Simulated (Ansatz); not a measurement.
# H started in the widest void in α-quartz SiO2, 73 atoms, charge +1

Computed with DFT, PBEsol, PAW, plane waves (Ansatz).

Command (of this form; memory limits and the device number are left out):

```sh
ansatz run in.yaml --threads 8 --pin off --runs-dir r --events-out ev --progress --plain --backend cuda
```

The input less its lattice and atoms:

```yaml
crystal:
  symmetry: { detect: false }
kpoints:
  mp_grid: { grid: [1, 1, 1], shift: [0.25, 0.25, 0.25] }
hamiltonian:
  xc: pbesol
total_charge: 1
scf:
  occupations: { method: fermi_dirac, width: 0.01 }
relax:
  f_tol: 0.03
  max_steps: 80
  escape_saddle: false
  adjacent_minimum: "off"
output:
  forces: true
  eigenvalues: true
  populations: true
  charged_corrections: { epsilon: 4.5 }
```

Start:

```
Si O H
1.0
     9.90164    0.00000    0.00000
    -4.95082    8.57507    0.00000
     0.00000    0.00000   10.88588
Si O H
24 48 1
Direct
  0.23077 0.99711 0.16845
  0.23466 0.99575 0.66894
  0.23476 0.50048 0.16940
  0.23764 0.49923 0.66731
  0.73544 0.99695 0.17000
  0.73370 0.00315 0.66789
  0.73441 0.49774 0.16607
  0.73443 0.50163 0.66718
  0.99724 0.23451 0.33413
  0.00049 0.23709 0.83539
  0.00187 0.73829 0.33547
  0.99997 0.73400 0.83635
  0.50027 0.23469 0.33088
  0.50098 0.23787 0.83230
  0.50325 0.73843 0.33217
  0.49836 0.73661 0.83478
  0.26071 0.26151 0.99953
  0.26612 0.26835 0.49955
  0.26904 0.76906 0.99906
  0.26343 0.76384 0.50158
  0.76591 0.26520 0.99981
  0.76001 0.26072 0.49937
  0.76396 0.76199 0.00298
  0.77043 0.77150 0.50079
  0.20570 0.12993 0.10576
  0.20784 0.13295 0.60556
  0.20264 0.62945 0.10978
  0.20427 0.63363 0.60540
  0.70498 0.13075 0.10590
  0.70465 0.13076 0.60655
  0.70598 0.63437 0.10431
  0.70433 0.63535 0.60662
  0.36483 0.07470 0.27276
  0.36813 0.07347 0.77174
  0.36706 0.57366 0.27193
  0.36829 0.57420 0.77224
  0.86808 0.07733 0.27282
  0.86489 0.07254 0.77476
  0.87013 0.57333 0.27673
  0.86757 0.57273 0.77353
  0.42634 0.29314 0.43909
  0.42254 0.29070 0.94168
  0.42797 0.79334 0.43871
  0.42851 0.79553 0.94067
  0.92434 0.29233 0.44124
  0.92710 0.29357 0.94270
  0.92817 0.79433 0.43840
  0.92829 0.79312 0.94169
  0.13620 0.21118 0.39496
  0.12924 0.20749 0.89109
  0.13171 0.70703 0.39419
  0.13081 0.70390 0.89205
  0.63301 0.20575 0.39128
  0.63154 0.20258 0.89433
  0.63121 0.70655 0.39330
  0.62998 0.70008 0.89243
  0.07215 0.36185 0.22908
  0.07227 0.36755 0.72601
  0.07063 0.86832 0.22499
  0.07510 0.86684 0.72715
  0.57257 0.36557 0.22662
  0.57356 0.36466 0.72604
  0.57194 0.86582 0.22454
  0.57447 0.86665 0.72790
  0.29324 0.42555 0.05680
  0.29137 0.42486 0.55932
  0.29302 0.92550 0.05828
  0.28893 0.92594 0.55838
  0.79643 0.42865 0.06041
  0.79477 0.42920 0.55869
  0.79563 0.92556 0.05952
  0.79087 0.92776 0.55699
  0.49800 0.67297 0.58118
```

Steps:

```tsv
step	energy less the first (eV)	largest force component (eV/Å)
start	0.000	2.884
1	-0.894	1.951
2	-1.692	0.765
3	-2.022	0.825
4	-2.397	0.993
5	-2.807	1.259
6	-3.383	1.836
7	-4.184	2.129
8	-4.542	1.610
9	-4.699	1.022
10	-4.854	0.377
11	-4.907	0.538
12	-4.973	0.329
13	-4.990	0.110
14	-4.994	0.023
15	-4.994	0.023
```

End:

```
Si O H
1.0
     9.90164    0.00000    0.00000
    -4.95082    8.57507    0.00000
     0.00000    0.00000   10.88588
Si O H
24 48 1
Direct
  0.23025 0.99753 0.16982
  0.23558 0.01185 0.67251
  0.22557 0.49667 0.15979
  0.24971 0.51292 0.66871
  0.75231 0.99786 0.17195
  0.73558 0.00774 0.66840
  0.73247 0.48766 0.16091
  0.74066 0.50002 0.67168
  0.00365 0.24302 0.33625
  0.01093 0.23671 0.82798
  0.97730 0.72859 0.32976
  0.00911 0.74072 0.83073
  0.49852 0.23182 0.33317
  0.50449 0.23430 0.84130
  0.47577 0.73464 0.33240
  0.50929 0.74526 0.84011
  0.26728 0.26270 0.00138
  0.27644 0.27717 0.50232
  0.26950 0.76993 0.99924
  0.24924 0.77373 0.50325
  0.76848 0.25365 0.99858
  0.76319 0.26800 0.49921
  0.77234 0.76081 0.00181
  0.74425 0.75816 0.50996
  0.20284 0.13106 0.10867
  0.21453 0.15116 0.61273
  0.19791 0.63026 0.10036
  0.21962 0.64327 0.60615
  0.71644 0.12376 0.10733
  0.70850 0.14247 0.61076
  0.70400 0.62205 0.10299
  0.70859 0.63635 0.61891
  0.35656 0.06984 0.28102
  0.36456 0.07757 0.78036
  0.35568 0.57269 0.26942
  0.37640 0.58414 0.77782
  0.87939 0.07493 0.28062
  0.87899 0.07660 0.76459
  0.86473 0.56139 0.26744
  0.88239 0.57627 0.76931
  0.43582 0.30231 0.44066
  0.43428 0.29424 0.94967
  0.39745 0.80780 0.41759
  0.43681 0.79779 0.95146
  0.92697 0.29916 0.44151
  0.93100 0.28970 0.93367
  0.87009 0.77888 0.41009
  0.93370 0.78599 0.94402
  0.14430 0.22810 0.39851
  0.14214 0.20589 0.88917
  0.09517 0.70791 0.41938
  0.15276 0.72264 0.88237
  0.63092 0.20135 0.39249
  0.63119 0.19210 0.89590
  0.56337 0.67075 0.43786
  0.64546 0.71662 0.89272
  0.06593 0.36659 0.22353
  0.08952 0.36903 0.72025
  0.06727 0.86200 0.22714
  0.06972 0.87657 0.72610
  0.56968 0.35709 0.22207
  0.58262 0.36911 0.73665
  0.59831 0.85895 0.23985
  0.57661 0.87811 0.73374
  0.28973 0.42425 0.05789
  0.32601 0.45261 0.55852
  0.29492 0.92731 0.06527
  0.29300 0.93864 0.56485
  0.79319 0.41498 0.05623
  0.78703 0.43031 0.55495
  0.80967 0.92234 0.06758
  0.77644 0.92531 0.55503
  0.47507 0.57900 0.48910
```

The run converged.

Time: 20 s of wall time on one NVIDIA GB300 with 8 processor threads, on a host shared with other runs; peak host memory 1.9 GiB.

Task: How much energy did the relaxation gain, and which atom moved most?

Result: 4.99 eV in 15 steps, from a start with small random displacements (neighbours that lie too close to an added atom are first pushed off); atom 73 (H) moved 1.31 Å, the median atom 0.13 Å (drift of the whole cell removed).

The one k point has no symmetry partners, which can distort the end along one axis.
